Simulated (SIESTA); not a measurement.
**Nb under changes of volume**

One of the cells (18.797 Å³/atom); the others are scaled copies at fixed shape and fractional positions:

```
Nb
1.0
    -1.67497    1.67497    1.67497
     1.67497   -1.67497    1.67497
     1.67497    1.67497   -1.67497
Nb
1
Direct
  0.00000 0.00000 0.00000
```

| Item | Value |
| --- | --- |
| Program | SIESTA 5.4.2 |
| Functional | PBE |
| Potentials or basis | PseudoDojo 0.4 standard (PBE files) |
| Basis | DZP (energy shift 0.002 Ry; radii capped at 9.5 bohr) |
| Grid cutoff | 800 Ry |
| Energy shift | 0.002 Ry |
| k mesh | 11 × 11 × 11 |
| Occupations | fermi-dirac, width 0.05 eV |
| Spin | no spin polarisation |

```tsv
volume (Å³/atom)	energy over the lowest point (meV/atom)	pressure (GPa)
17.322	27.89	10.4
17.691	9.17	6.0
18.060	0.00	2.0
18.797	?	?
19.165	22.46	-8.1
19.534	44.29	-10.8
```

**Question.** What does the run at 18.797 Å³/atom give?

**Answer.** Energy over the lowest point 7.40 meV/atom; pressure -5.0 GPa.

Worked out: A Birch-Murnaghan fit of order 3 (a polynomial in V^(-2/3)) to the other rows has its minimum at 18.26 Å³/atom with B0 = V·E''(V) = 180 GPa and B' = 3.4. It gives 7.40 meV/atom at 18.797 Å³/atom, against the run's 7.40, and -dE/dV = -5.0 GPa, against -5.0.

Energies are extrapolated to zero smearing.

Caveats: semicore shells carry a single zeta, which can move pressures by several GPa and volumes by a few percent; the basis of atomic orbitals isn't converged, which shifts pressures, moduli and gaps.
